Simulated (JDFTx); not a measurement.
Crystal: Pt.

```
Pt
1.0
     0.00000    1.96090    1.96090
     1.96090    0.00000    1.96090
     1.96090    1.96090    0.00000
Pt
1
Direct
  0.00000 0.00000 0.00000
```

| Quantity | Value |
| --- | --- |
| Program | JDFTx 1.7.0 (patched build) |
| Task | relaxation of cell and atoms |
| Functional | PBE |
| Potentials or basis | PseudoDojo-SR-PBE-0.5-standard with smoothed tails |
| Cutoff | 1143 eV |
| Density cutoff | 4572 eV |
| k mesh | 10 × 10 × 10 |
| Occupations | fermi-dirac, width 0.05 eV |
| Spin | no spin polarisation |

At the start: pressure 9.6 GPa; volume 15.08 Å³/atom.

Question: How do energy, volume and symmetry change on relaxing?

Answer: Over 6 steps the energy falls by 15.4 meV/atom and the volume is 15.61 Å³/atom (+3.5 %); space group Fm-3m (No. 225, to 0.05 Å).

Step by step:
```
step  energy change (eV)  largest force (eV/Å)  pressure (GPa)  volume (Å³)
   1              0.0000                0.0000            9.60        15.08
   2             -0.0038                0.0000            8.23        15.15
   3             -0.0153                0.0000            0.78        15.57
   4             -0.0154                0.0000            0.10        15.61
   5             -0.0154                0.0000            0.01        15.61
   6             -0.0154                0.0000            0.00        15.61
```

Final structure:
```
Pt
1.0
     0.00000    1.98375    1.98375
     1.98375    0.00000    1.98375
     1.98375    1.98375    0.00000
Pt
1
Direct
  0.00000 0.00000 0.00000
```
